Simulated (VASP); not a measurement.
W:

```
CELL_PARAMETERS angstrom
-1.58234 1.58234 1.58234
1.58234 -1.58234 1.58234
1.58234 1.58234 -1.58234
ATOMIC_POSITIONS crystal
W 0.00000 0.00000 0.00000
```

| Quantity | Value |
| --- | --- |
| Program | VASP 6.6.1 |
| Task | relaxation of cell and atoms |
| Functional | BLYP |
| Potentials or basis | VASP PAW PBE potentials, release 64 (W_sv) |
| Cutoff | 600 eV |
| k mesh | 12 × 12 × 12 |
| Occupations | fermi-dirac, width 0.05 eV |
| Spin | no spin polarisation |

At the start: pressure 17.4 GPa; volume 15.85 Å³/atom.

Task: Where does the relaxation end?

Result: Over 4 steps the energy falls by 47.9 meV/atom and the volume is 16.78 Å³/atom (+5.9 %); space group Im-3m (No. 229, to 0.05 Å).

Step by step:
```
step  energy change (eV)  largest force (eV/Å)  pressure (GPa)  volume (Å³)
   1              0.0000                0.0000           17.44        15.85
   2              0.3670                0.0000          -33.47        20.14
   3             -0.0477                0.0000           -1.16        16.85
   4             -0.0479                0.0000           -0.06        16.78
```

Final structure:
```xyz
1
Lattice="-1.6128 1.6128 1.6128 1.6128 -1.6128 1.6128 1.6128 1.6128 -1.6128" Properties=species:S:1:pos:R:3 pbc="T T T"
W     0.0000    0.0000    0.0000
```

Caveat: the PAW data sets were made with another functional, which shifts forces and pressure a little.
